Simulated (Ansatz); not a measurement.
## Si + C → SiC: energy for one SiC from the elemental crystals

SiC (F-43m), 4×4×4 mesh:

```
Si C
1.0
     0.00000    2.17900    2.17900
     2.17900    0.00000    2.17900
     2.17900    2.17900    0.00000
Si C
1 1
Direct
  0.00000 0.00000 0.00000
  0.25000 0.25000 0.25000
```

Si (Fd-3m), 4×4×4 mesh:

```
Si
1.0
     0.00000    2.71550    2.71550
     2.71550    0.00000    2.71550
     2.71550    2.71550    0.00000
Si
2
Direct
  0.00000 0.00000 0.00000
  0.25000 0.25000 0.25000
```

C (Fd-3m), 4×4×4 mesh:

```xyz
2
Lattice="0.0000 1.7835 1.7835 1.7835 0.0000 1.7835 1.7835 1.7835 0.0000" Properties=species:S:1:pos:R:3 pbc="T T T"
C     0.0000    0.0000    0.0000
C     0.8918    0.8918    0.8918
```

RPA total energy on PBE orbitals, hand-made PAW set (Ansatz); wave cutoff 820 eV, correlation extrapolated to infinite response cutoff from cutoffs up to 280 eV, long-wavelength term: neglected. Cutoffs are those of the first cell; each cell takes its datasets' own.

PBE gives -0.57 eV.

(1) What does RPA give, and how does it split?

Answers

(1) -0.64 eV: exact exchange -0.70 eV and correlation +0.06 eV. The meshes are coarse, which can move each part by tenths of an eV, so these aren't converged reaction energies.

This ran on a trial build of the method.
